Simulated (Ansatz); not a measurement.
**Al$_{3}$Cu: zone-centre modes under pressure**

Al$_{3}$Cu, P4/mmm, a = 2.786 Å, c = 7.570 Å. The structure is a Materials Project entry; whether it is the stable form wasn't checked. Ansatz: PBEsol, PAW, 420 eV, Γ-centred 16×16×6 mesh on 4 atoms, Fermi-Dirac smearing 0.15 eV; no spin polarisation. Cell and atoms are relaxed at each pressure with the symmetry kept; optical modes at Γ by linear response, in cm⁻¹, matched by rank (the highest 3 distinct ones).

| P (GPa) | V (Å³/atom) | ω1 | ω2 | ω3 |
| --- | --- | --- | --- | --- |
| 0 | 14.688 | 206.1 | 251.1 | 294.8 |
| 8 | 13.710 | ? | ? | ? |
| 25 | 12.372 | 284.4 | 330.4 | 406.4 |

Q: Get each mode's Grüneisen parameter γ = −d ln ω/d ln V from the other rows and predict the missing frequencies.

A: ln(V/V0) = 0.0000, -0.0689, -0.1716; a line through ln(ω/ω0) of the 2 known rows gives ω1: γ = 1.877, predicted 234.6, computed 235.7; ω2: γ = 1.599, predicted 280.3, computed 281.1; ω3: γ = 1.871, predicted 335.4, computed 338.2. The worst miss is 0.8 %, or 7 % of the shift under pressure, so a constant γ serves at that level. In a metal these frequencies hang on the mesh and smearing.